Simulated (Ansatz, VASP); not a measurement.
## Two plane-wave programs on Ru

```xyz
1
Lattice="0.0000 1.9261 1.9261 1.9261 0.0000 1.9261 1.9261 1.9261 0.0000" Properties=species:S:1:pos:R:3 pbc="T T T"
Ru    0.0000    0.0000    0.0000
```

Alike in both runs: task single point; functional PBEsol; k mesh 8 × 8 × 8; occupations gaussian, width 0.1 eV; no spin polarisation.

```csv
,VASP,Ansatz
version,VASP 6.6.1,Ansatz 0.2.0
potentials or method,"VASP PAW PBE potentials, release 64 (Ru_pv)","scalar-relativistic, plane waves, PAW"
plane-wave cutoff (eV),520,420
valence electrons in the cell,14,16
```

VASP gave:

| Quantity | Value |
| --- | --- |
| gap on the k mesh at the Fermi level (eV) | none |
| pressure (GPa) | -20.1 |

Problem. What did Ansatz give for the same quantities?

Solution. gap on the k mesh at the Fermi level (eV): none; pressure (GPa): -20.0.

A gap of «none» marks a metal or a gap that the smearing closes. The two sets of potentials don't hold the same shells in valence.

Caveats: so large a pressure means that the cell lies far from this level's equilibrium, or that cutoff or potentials fall short (VASP); the potentials were made for another functional, which shifts forces and pressure (VASP).
